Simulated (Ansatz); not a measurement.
ZnS: moving S off its site

ZnS, F-43m, a = 5.409 Å (as given, not relaxed at this level: -0.9 GPa). The compound has several low-lying forms, and this is one of them. Ansatz: r2SCAN, PAW, 500 eV, Γ-centred 8×8×8 mesh on 2 atoms, Gaussian smearing 0.05 eV; no spin polarisation.

```yaml
crystal:
  lattice:
    - [0.00000, 2.70465, 2.70465]
    - [2.70465, 0.00000, 2.70465]
    - [2.70465, 2.70465, 0.00000]
  atoms:
    - { symbol: Zn, position: [0.00000, 0.00000, 0.00000] }
    - { symbol: S, position: [0.75000, 0.75000, 0.75000] }
```

Atom 2 (S) moves by x along the unit vector (0.000, -0.707, -0.707), with its periodic images; all else is held. y is the free energy of the cell over the start, F the force along the path summed over the moved atoms. Symmetry makes y even in x.

```tsv
x (Å)	y (meV)	F (eV/Å)
-0.1000	?	?
-0.0500	7.11	0.28
0.0000	0.00	0.00
0.0125	0.44	-0.07
0.0250	1.77	-0.14
0.0375	3.99	-0.21
0.0625	11.12	-0.36
0.0750	16.04	-0.43
0.0875	21.86	-0.50
```

Fit y = c2 x² + c4 x⁴ to the energies of the other rows, give the force constant, and predict energy and force of the missing row.

Least squares on the rows shown. y = 2837.6 x² + 2333.2 x⁴. The force constant is 2 c2 = 5.68 eV/Å² (for all images moving together, not for a lone atom). With two atoms in a cubic cell this is the optical mode at Γ without the LO field: ω = 521.5 √(2 c2/μ) = 268 cm⁻¹ for μ = 21.51 u. The force −dy/dx at the missing row is 0.58 eV/Å (computed 0.58). At x = -0.1000 the fit asked for gives 28.61 meV. The run gave 28.62 meV, so the fit is 0.01 meV too low, a small miss on the scale of the series.